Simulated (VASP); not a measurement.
The system is BAs.

```
B As
1.0
     0.00000    2.38850    2.38850
     2.38850    0.00000    2.38850
     2.38850    2.38850    0.00000
B As
1 1
Direct
  0.00000 0.00000 0.00000
  0.25000 0.25000 0.25000
```

Program: VASP 6.6.1. Alike in all runs: task band structure; no spin polarisation; cell as given; cutoff (eV) 520; smearing gaussian 0.03 eV.

Q: Order these runs on this cell by their pressure, lowest first.
A. level PBE0; potentials or basis VASP PAW PBE potentials, release 64 (B, As); k mesh 8 × 8 × 8; grid for exact exchange (PRECFOCK) Fast; exchange at q = 0 truncated
B. level LDA; potentials or basis VASP PAW LDA potentials, release 64 (B, As); k mesh 10 × 10 × 10
C. level PBE; potentials or basis VASP PAW PBE potentials, release 64 (B, As); k mesh 10 × 10 × 10
D. level PBE-EpsX; potentials or basis VASP PAW PBE potentials, release 64 (B, As); k mesh 6 × 6 × 6; grid for exact exchange (PRECFOCK) Fast; exchange at q = 0 truncated; share of exact exchange 0.1013

A: B (-3.1 GPa), A (-0.7 GPa), D (1.8 GPa), C (3.4 GPa).

Caveats: the PAW data sets were made with another functional, which shifts forces and pressure a little (some runs).

Not every run made on this cell is shown here.
